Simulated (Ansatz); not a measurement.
Base system: ZnTe in the zinc blende structure (space group F-43m, No. 216; a = 6.179 Å). Axes: x, y, z lie along the cube axes.

All numbers come from PBE (Ansatz, a program for electronic structure, PAW, scalar-relativistic without spin-orbit coupling).

For the base:

- Band gap = 1.08 eV
- Valence-band top at Γ = 0.00, 0.00, 0.00 eV

Perturbation: uniaxial stress, 3 GPa compression along x, with the cell and atoms free to relax against it.

### Question
Predict the new band gap.

### Answer
The band gap shrinks by 0.20 eV to 0.88 eV.

### Question
Predict the new strain response.

### Answer
The strain response (xx, yy, zz) amounts to (−9.42, +3.65, +3.65) %.

### Question
Predict the new valence-band top at Γ.

### Answer
The valence-band top at Γ (three highest levels, from the VBM) goes from 0.00, 0.00, 0.00 eV to 0.00, -0.39, -0.39 eV.

### Question
What happens to the hole mass?

### Answer
The hole mass amounts to 0.075 mₑ along x, 0.46 mₑ across (at Γ).

### Question
What happens to the energy relative to the base?

### Answer
The energy grows by 30 meV/atom.

With Te present, leaving out spin-orbit coupling can change the band edges. Effective masses come from finite differences of ±0.01 Å⁻¹. Beyond what the load breaks, stability against distortions was not tested.
